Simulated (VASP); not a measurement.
Write the native input for VASP 6.6.1 that does the following.

```yaml
Task: relaxation of the atoms
Functional: r2SCAN
Potentials_or_basis: VASP PAW PBE potentials, release 64 (K_sv, Cl)
Cutoff: 600 eV
k_mesh: 8 × 8 × 8
Occupations: gaussian, width 0.03 eV
Spin: no spin polarisation
Further_INCAR_settings: ALGO = Normal; EDIFF = 1e-07; IBRION = 2; EDIFFG = -0.01; NSW = 40
```

The structure of KCl lies in POSCAR:

```
KCl                                     
1.0
    3.7713691622      0.0000000000      0.0000000000
    0.0000000000      3.7713691622      0.0000000000
    0.0000000000      0.0000000000      3.7713691622
  K               Cl            
     1     1
Direct
     0.0000000000000000    0.0000000000000000    0.0000000000000000
     0.5000000000000000    0.5000000000000000    0.5000000000000000
```

Measurements of this composition are mostly on another form, of space group No. 225.

These files were run (other wordings do the same):

INCAR

```
PREC = Accurate ; ENCUT = 600
EDIFF = 1E-7 ; ISMEAR = 0
SIGMA = 0.03 ; LREAL = F
LASPH = T ; NELM = 80
ALGO = Normal ; ISIF = 2
LWAVE = F ; LCHARG = F
METAGGA = R2SCAN ; LMIXTAU = T
IBRION = 2 ; NSW = 40
EDIFFG = -0.01
```

KPOINTS

```
Automatic mesh
0
Gamma
  8 8 8
```

Potentials or basis: VASP PAW PBE potentials, release 64 (K_sv, Cl).

The run is started by

```console
$ cat potpaw_PBE.64/K_sv/POTCAR potpaw_PBE.64/Cl/POTCAR > POTCAR
$ mpirun -np 1 vasp_std > vasp.out
```

Results of the run:

The pressure after relaxing is 0.0 GPa and the band gap on the k mesh is 5.81 eV, indirect (least direct gap 6.02 eV).

Caveat: the relaxation stopped at its first step, so nothing moved; the PAW data sets were made with another functional, which shifts forces and pressure a little.

Wall time 92 s on 1 thread of Intel(R) Xeon(R) Platinum 8488C (Sapphire Rapids), with other jobs on the host, peak memory 0.19 GiB.
